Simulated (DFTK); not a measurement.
# TiAl (Pm-3m) in DFTK: equation of state

Aim: energy against volume of TiAl in PBE, for its equilibrium volume and stiffness.

Program: DFTK 0.8.2. These are calculated values, not measurements. Logs are shortened: lines on timing, memory, paths and dates and some standing lists are left out, and cuts for length are marked.

## Step 1: The crystal as given

Symmetry: Pm-3m, No. 221, cubic system. Conventional cell: a = 3.179 Å, b = 3.179 Å, c = 3.179 Å, α = 90.00°, β = 90.00°, γ = 90.00°. Around Ti (site symmetry m-3m) lie 8 Al at 2.75 Å. Al (site symmetry m-3m) has 8 Ti at 2.75 Å as nearest neighbours.

The cell comes from a database or a generator and needn't be the stable form of this composition.

## Step 2: Equation of state, PBE

File run.jl:

```julia
using DFTK
using PseudoPotentialData
using Unitful, UnitfulAtomic
using LinearAlgebra, Printf
include("save.jl")
disable_threading()

# lattice vectors are the columns
lattice = austrip(1u"Å") * [      3.179064            0.0            0.0;
                      0.0       3.179064            0.0;
                      0.0            0.0       3.179064]
symbols   = [:Ti, :Al]
positions = [[0.0, 0.0, 0.0],
             [0.5, 0.5, 0.5]]
pseudopotentials = PseudoFamily("dojo.nc.sr.pbe.v0_4_1.standard.upf")
elements = Dict(s => ElementPsp(s, pseudopotentials) for s in unique(symbols))
atoms    = [elements[s] for s in symbols]

build_model(lattice, positions; symmetries=true) =
    model_DFT(lattice, atoms, positions;
              functionals=PBE(),
              temperature=austrip(0.05u"eV"),
              smearing=Smearing.FermiDirac(),
              symmetries)
Ecut  = 42.0  # hartree
kgrid = [8, 8, 8]
tol   = 1e-6
to_GPa = ustrip(uconvert(u"GPa", 1u"hartree/bohr^3"))

results["points"] = []
for scale in [0.94, 0.96, 0.98, 1.0, 1.02, 1.04, 1.06]
    println("\n=== scale = ", scale)
    model = build_model(cbrt(scale) * lattice, positions)
    basis = PlaneWaveBasis(model; Ecut, kgrid)
    t0 = time()
    scfres = self_consistent_field(basis;
                                   tol,
                                   nbandsalg=AdaptiveBands(model; n_bands_converge=12))
    seconds = time() - t0
    @printf "SCF: %d iterations, %.1f s\n" scfres.n_iter seconds
    forces = compute_forces_cart(scfres)
    stress = compute_stresses_cart(scfres)
    @printf "V = %.5f Å^3  F = %.8f Ha  max force = %.5f eV/Å  p = %.4f GPa\n" ustrip(auconvert(u"Å^3", model.unit_cell_volume)) scfres.energies.total ustrip(auconvert(u"eV/Å", maximum(norm, forces))) (-tr(stress) / 3 * to_GPa)
    push!(results["points"], save_scf!(scfres; forces, stress, d=Dict{String,Any}("seconds" => seconds, "n_matvec" => get(scfres, :n_matvec, 0))))
end

# third-order Birch-Murnaghan fit in x = V^(-2/3)
V = [0.94, 0.96, 0.98, 1.0, 1.02, 1.04, 1.06] * abs(det(lattice))
E = [p["total"] for p in results["points"]]
x = V .^ (-2 / 3)
c = [x .^ 0 x x .^ 2 x .^ 3] \ E
Δ = c[3]^2 - 3c[2] * c[4]
if Δ > 0
    x0 = (-c[3] + sqrt(Δ)) / 3c[4]
    B0 = 4 / 9 * x0^(7 / 2) * (2c[3] + 6c[4] * x0)
    @printf "V0 = %.4f Å^3  B0 = %.2f GPa\n" ustrip(auconvert(u"Å^3", x0^(-3 / 2))) B0 * to_GPa
end
```

Potentials or basis: dojo.nc.sr.pbe.v0_4_1.standard.upf (PBE).

The run is started by

```
julia --threads=1 run.jl  # save.jl only writes the numbers to a file and isn't shown; printed stress counts tension as positive; times include loading and compiling
```

What it wrote:

```text
=== scale = 0.94
n     Energy            log10(ΔE)   log10(Δρ)   Diag   Δtime
---   ---------------   ---------   ---------   ----   ------
  1   -61.64699607108                   -0.75    6.7    6.27s
  2   -61.67510239682       -1.55       -0.96    1.9    3.20s
  3   -61.69012665860       -1.82       -1.51    3.7    3.87s
  4   -61.69057257831       -3.35       -2.13    1.8    2.72s
  5   -61.69062562243       -4.28       -2.54    3.0    3.19s
  6   -61.69062791602       -5.64       -3.19    1.7    2.05s
  7   -61.69062819702       -6.55       -3.53    2.8    3.20s
  8   -61.69062821320       -7.79       -4.50    1.9    2.75s
  9   -61.69062821467       -8.83       -4.71    3.7    3.90s
 10   -61.69062821482       -9.83       -5.19    1.1    2.68s
[... 65 further cycles ...]
  4   -61.69150674206       -3.22       -1.96    1.9    2.74s
  5   -61.69161089642       -3.98       -2.42    2.5    3.32s
  6   -61.69161514883       -5.37       -3.04    2.0    3.35s
  7   -61.69161574694       -6.22       -3.30    3.0    3.48s
  8   -61.69161583107       -7.08       -4.29    1.9    2.76s
  9   -61.69161583541       -8.36       -4.50    3.8    3.29s
 10   -61.69161583587       -9.33       -5.00    1.3    2.47s
 11   -61.69161583603       -9.81       -5.51    2.8    3.15s
 12   -61.69161583604      -10.92       -5.97    2.4    3.29s
 13   -61.69161583604      -11.50       -6.90    3.0    3.61s
SCF: 13 iterations, 43.7 s
V = 34.05679 Å^3  F = -61.69161584 Ha  max force = 0.00000 eV/Å  p = -5.1823 GPa
V0 = 32.3501 Å^3  B0 = 111.50 GPa
```

Wall time 8.8 min (1 thread of Intel Xeon Platinum 8488C (Sapphire Rapids), shared host); peak memory 1.8 GiB.

Results:

```yaml
Equilibrium_volume: 16.18 Å³/atom
Bulk_modulus: 112 GPa
Pressure_derivative_of_the_bulk_modulus: 4.0
```

Energy against volume, from the lowest point:
| volume (Å³/atom) | energy (meV/atom) |
| --- | --- |
| 15.101 | 27.56 |
| 15.422 | 12.94 |
| 15.743 | 3.93 |
| 16.065 | 0.00 |
| 16.386 | 0.67 |
| 16.707 | 5.51 |
| 17.028 | 14.12 |

## Step 3: Single point, PBE, 15.10 Å³/atom (volume scaled by 0.94)

run.jl is that of step 2.

Potentials or basis: dojo.nc.sr.pbe.v0_4_1.standard.upf (PBE).

The run is started by

```
julia --threads=1 run.jl  # one pass of the loop, scale = 0.94; save.jl only writes the numbers to a file and isn't shown; printed stress counts tension as positive; times include loading and compiling
```

Run time: 41 s. Hardware: 1 thread of Intel Xeon Platinum 8488C (Sapphire Rapids), shared host.

It converged, with:

| Property | Result |
| --- | --- |
| Free energy | -1678.6875 eV |
| Pressure | 8.8 GPa |
| Band gap on the k mesh | none (metal or under the smearing width) |

## Step 4: Single point, PBE, 15.42 Å³/atom (volume scaled by 0.96)

run.jl is that of step 3.

The run is started by

```
julia --threads=1 run.jl  # one pass of the loop, scale = 0.96; save.jl only writes the numbers to a file and isn't shown; printed stress counts tension as positive; times include loading and compiling
```

Wall time 40 s (1 thread of Intel Xeon Platinum 8488C (Sapphire Rapids), shared host).

Results (log left out):

```yaml
Free_energy: -1678.7167 eV
Pressure: 5.8 GPa
Band_gap_on_the_k_mesh: none (metal or under the smearing width)
```

## Step 5: Single point, PBE, 15.74 Å³/atom (volume scaled by 0.98)

run.jl is that of step 4.

The run is started by

```
julia --threads=1 run.jl  # one pass of the loop, scale = 0.98; save.jl only writes the numbers to a file and isn't shown; printed stress counts tension as positive; times include loading and compiling
```

Wall time 40 s (1 thread of Intel Xeon Platinum 8488C (Sapphire Rapids), shared host).

The run converged. Its results:

| Quantity | Value |
| --- | --- |
| Free energy | -1678.7348 eV |
| Pressure | 3.2 GPa |
| Band gap on the k mesh | none (metal or under the smearing width) |

## Step 6: Single point, PBE, 16.06 Å³/atom

run.jl is that of step 5.

Potentials or basis: dojo.nc.sr.pbe.v0_4_1.standard.upf (PBE).

The run is started by

```
julia --threads=1 run.jl  # one pass of the loop, scale = 1.0; save.jl only writes the numbers to a file and isn't shown; printed stress counts tension as positive; times include loading and compiling
```

It took 39 s on 1 thread of Intel Xeon Platinum 8488C (Sapphire Rapids), shared host.

Results (log left out):

```yaml
Free_energy: -1678.7426 eV
Pressure: 0.8 GPa
Band_gap_on_the_k_mesh: none (metal or under the smearing width)
```

## Step 7: Single point, PBE, 16.39 Å³/atom (volume scaled by 1.02)

run.jl is that of step 6.

The run is started by

```
julia --threads=1 run.jl  # one pass of the loop, scale = 1.02; save.jl only writes the numbers to a file and isn't shown; printed stress counts tension as positive; times include loading and compiling
```

Run time: 39 s. Hardware: 1 thread of Intel Xeon Platinum 8488C (Sapphire Rapids), shared host.

It converged, with:

```
Free energy            : -1678.7413 eV
Pressure               : -1.4 GPa
Band gap on the k mesh : none (metal or under the smearing width)
```

## Step 8: Single point, PBE, 16.71 Å³/atom (volume scaled by 1.04)

run.jl is that of step 7.

The run is started by

```
julia --threads=1 run.jl  # one pass of the loop, scale = 1.04; save.jl only writes the numbers to a file and isn't shown; printed stress counts tension as positive; times include loading and compiling
```

Run time: 40 s. Hardware: 1 thread of Intel Xeon Platinum 8488C (Sapphire Rapids), shared host.

Results (log left out):

| Property | Result |
| --- | --- |
| Free energy | -1678.7316 eV |
| Pressure | -3.4 GPa |
| Band gap on the k mesh | none (metal or under the smearing width) |

## Step 9: Single point, PBE, 17.03 Å³/atom (volume scaled by 1.06)

run.jl is that of step 8.

Potentials or basis: dojo.nc.sr.pbe.v0_4_1.standard.upf (PBE).

The run is started by

```
julia --threads=1 run.jl  # one pass of the loop, scale = 1.06; save.jl only writes the numbers to a file and isn't shown; printed stress counts tension as positive; times include loading and compiling
```

Wall time 44 s (1 thread of Intel Xeon Platinum 8488C (Sapphire Rapids), shared host).

It converged, with:

```
Free energy            : -1678.7144 eV
Pressure               : -5.2 GPa
Band gap on the k mesh : none (metal or under the smearing width)
```
